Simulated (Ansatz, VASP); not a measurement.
**Two plane-wave programs on Ta**

```
CELL_PARAMETERS angstrom
0.00000 3.99765 3.99765
3.99765 0.00000 3.99765
3.99765 3.99765 0.00000
ATOMIC_POSITIONS crystal
Ta 0.62500 0.62500 0.62500
Ta 0.62500 0.62500 0.12500
Ta 0.62500 0.12500 0.62500
Ta 0.12500 0.62500 0.62500
Ta 0.00000 0.00000 0.00000
Ta 0.25000 0.25000 0.25000
```

Alike in both runs: task single point; functional PBE; k mesh 4 × 4 × 4; occupations gaussian, width 0.1 eV; no spin polarisation.

```csv
,VASP,Ansatz
version,VASP 6.6.1,Ansatz 0.2.0
potentials or method,"VASP PAW PBE potentials, release 64 (Ta_pv)","scalar-relativistic, plane waves, PAW"
plane-wave cutoff (eV),520,420
valence electrons in the cell,66,78
```

```tsv
	VASP	Ansatz	Ansatz less VASP
gap on the k mesh at the Fermi level (eV)	none	none	-
pressure (GPa)	-18.0	-18.0	-0.01
```

A gap of «none» marks a metal or a gap that the smearing closes. With one functional, cell and mesh, what is left measures potentials, basis and numerics. The two sets of potentials don't hold the same shells in valence.

Caveats: so large a pressure means that the cell lies far from this level's equilibrium, or that cutoff or potentials fall short (VASP). Spin-orbit coupling is left out, which matters for the levels of Ta.
